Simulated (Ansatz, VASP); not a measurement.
# ZrSiO4 (Zircon) in VASP and in Ansatz

Contents of INCAR:

```
SYSTEM = ZrSiO4
PREC = Accurate
ENCUT = 520
EDIFF = 1E-7
ISMEAR = -1
SIGMA = 0.05
LREAL = .FALSE.
LASPH = .TRUE.
NELM = 60
ALGO = Normal
ISIF = 2
LWAVE = .FALSE.
LCHARG = .FALSE.
GGA = PE
NBANDS = 52
```

KPOINTS

```
regular mesh
0
G
  6 6 6
  0 0 0
```

The input POSCAR:

```
ZrSiO4
1.0
   -3.2813281910      3.2813281910      2.9709255696
    3.2813281910     -3.2813281910      2.9709255696
    3.2813281910      3.2813281910     -2.9709255696
Zr Si O
2 2 8
Direct
    0.0000000000      0.0000000000      0.0000000000
    0.7500000000      0.2500000000      0.5000000000
    0.5000000000      0.5000000000      0.0000000000
    0.2500000000      0.7500000000      0.5000000000
    0.6797000000      0.4958000000      0.8161000000
    0.2458000000      0.9297000000      0.3161000000
    0.6797000000      0.8636000000      0.1839000000
    0.6136000000      0.9297000000      0.6839000000
    0.0703000000      0.3864000000      0.3161000000
    0.5042000000      0.3203000000      0.1839000000
    0.0703000000      0.7542000000      0.6839000000
    0.1364000000      0.3203000000      0.8161000000
```

Contents of input.yaml:

```yaml
crystal:
  lattice:
    - [-3.281328191, 3.281328191, 2.9709255696]
    - [3.281328191, -3.281328191, 2.9709255696]
    - [3.281328191, 3.281328191, -2.9709255696]
  atoms:
    - { symbol: Zr, position: [0.0, 0.0, 0.0] }
    - { symbol: Zr, position: [0.75, 0.25, 0.5] }
    - { symbol: Si, position: [0.5, 0.5, 0.0] }
    - { symbol: Si, position: [0.25, 0.75, 0.5] }
    - { symbol: O, position: [0.6797, 0.4958, 0.8161] }
    - { symbol: O, position: [0.2458, 0.9297, 0.3161] }
    - { symbol: O, position: [0.6797, 0.8636, 0.1839] }
    - { symbol: O, position: [0.6136, 0.9297, 0.6839] }
    - { symbol: O, position: [0.0703, 0.3864, 0.3161] }
    - { symbol: O, position: [0.5042, 0.3203, 0.1839] }
    - { symbol: O, position: [0.0703, 0.7542, 0.6839] }
    - { symbol: O, position: [0.1364, 0.3203, 0.8161] }
hamiltonian:
  xc: pbe
  pseudopotentials: { kind: paw }
kpoints:
  mp_grid: { grid: [6, 6, 6] }
scf:
  occupations: { method: fermi_dirac, width: 0.05 }
output:
  forces: true
  stress: true
  eigenvalues: true
  write_density: true
  write_potential: true
  elf: true
  volumetric_format: npy
```

Change from the starting cell: volume scaled by 0.98.

Alike in both runs: task single point; functional PBE; k mesh 6 × 6 × 6; occupations fermi-dirac, width 0.05 eV; no spin polarisation.

|  | VASP | Ansatz |
| --- | --- | --- |
| version | VASP 6.6.1 | Ansatz 0.2.0 |
| potentials or method | VASP PAW PBE potentials, release 64 (Zr_sv, Si, O) | Ansatz PAW |
| plane-wave cutoff (eV) | 520 | 420 |
| valence electrons in the cell | 80 | 80 |

|  | VASP | Ansatz | Ansatz less VASP |
| --- | --- | --- | --- |
| gap on the k mesh at the Fermi level (eV) | 4.84 | 4.84 | +0.002 |
| least direct gap on the mesh (eV) | 5.09 | 5.09 | -0.003 |
| pressure (GPa) | 12.4 | 12.0 | -0.38 |
| largest component of the traceless stress (GPa) | 1.09 | 0.86 | -0.237 |
| rms of the force components (eV/Å) | 0.266 | 0.244 | -0.0220 |

Atom by atom the forces differ by 0.022 eV/Å (rms over components). The functional is the same, so the differences come from potentials, cutoffs and numerics.

Caveats: the pressure holds a Pulay correction of +0.7 GPa for the finite cutoff (Ansatz). A k mesh can miss the band edges.
